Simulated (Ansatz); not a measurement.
# Ga (bcc type): the cost of one run

Program: Ansatz 0.2.0. Level of theory: DFT PBE, with the methods named in each step. These are calculated values, not measurements.

1 further run of the same task is left out (set aside as unsound or not needed).

## 1. The starting structure

It takes space group Im-3m (No. 229, cubic). Conventional cell: a = 3.376 Å, b = 3.376 Å, c = 3.376 Å, α = 90.00°, β = 90.00°, γ = 90.00°. Ga (site symmetry m-3m) has 8 Ga at 2.92 Å as nearest neighbours.

Structure file:

```cif
data_structure
_symmetry_space_group_name_H-M 'Im-3m'
_symmetry_Int_Tables_number 229
_cell_length_a 3.3760
_cell_length_b 3.3760
_cell_length_c 3.3760
_cell_angle_alpha 90.000
_cell_angle_beta 90.000
_cell_angle_gamma 90.000
_cell_volume 38.48
loop_
_atom_site_label
_atom_site_type_symbol
_atom_site_symmetry_multiplicity
_atom_site_Wyckoff_symbol
_atom_site_fract_x
_atom_site_fract_y
_atom_site_fract_z
_atom_site_occupancy
Ga1 Ga 2 a 0.00000 0.00000 0.00000 1
```

The file gives the conventional cell by its symmetry; the runs use the cell typed in the input.

The cell was relaxed by PAW from a hypothetical start (bcc type); it needn't be the stable phase of this composition.

## 2. With k mesh [5, 5, 5]

input.yaml

```yaml
crystal:
  lattice:
    - [-1.6879774911, 1.6879774911, 1.6879774911]
    - [1.6879774911, -1.6879774911, 1.6879774911]
    - [1.6879774911, 1.6879774911, -1.6879774911]
  atoms:
    - { symbol: Ga, position: [0.0, 0.0, 0.0] }
kpoints:
  mp_grid: { grid: [5, 5, 5] }
scf:
  occupations: { method: fermi_dirac, width: 0.03 }
hamiltonian:
  xc: pbe
  pseudopotentials: { kind: all_electron, lapw: { basis_error: 0.00025 } }
output:
  forces: true
  stress: true
  eigenvalues: true
```

The run is started by

```bash
$ ansatz run input.yaml --threads 1 --pin off --max-ram 2048MiB --backend cpu --events-out ev --progress --plain --runs-dir out
```

**Question.** How long does this run take on 1 thread of Arm Neoverse V2, shared host?

About 1.2 s.
